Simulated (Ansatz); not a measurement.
Rows from a G0W0 calculation on Sb on the P site in BP (32-atom cell) (Ansatz 0.2.0; G0W0 on LDA, plane waves, PAW; PAW set soft_1; 2×2×2 mesh, 394 empty bands, screening to 85 eV, PAW set soft_1 files), in eV. Spin-orbit coupling is left out.

```csv
row,Σx,Σc,Vxc,Z
A,-16.65,2.05,-14.66,0.78
B,-7.32,-3.97,-12.04,0.81
C,-7.51,-3.89,-12.06,0.80
D,-7.51,-3.95,-12.24,0.81
E,-16.38,1.57,-14.99,0.79
```

**Question.** Which rows are filled states and which are empty ones, and how can one tell?

Filled: A and E. Empty: B, C and D. The sign of Σc tells: for a filled state bare exchange, which holds its interaction with itself, lies below Vxc (Σx − Vxc is -1.4 eV or lower here) and screening gives part back as a positive Σc. For an empty state Σx lies above Vxc (+4.6 eV or more) and the Coulomb hole leaves Σc negative.

[Paths, hosts, dates, memory and timing lines, banners, echoed tables and standing remarks are left out of the program output.]

[Logs are printed without paths, hosts, clocks, repeated set-up lines and the standing remarks that a program may print on its own settings, such as how far it seeks lower states.]

[Runs of the session that timed out or met a known fault of the program may be left out.]

[Cells called generated may have been cut or substituted from an entry of the Crystallography Open Database or the Materials Project.]

[Hosts, paths, dates, database ids (printed as entryN), source tags and the programs' standing remarks are cut or masked in the printed files.]
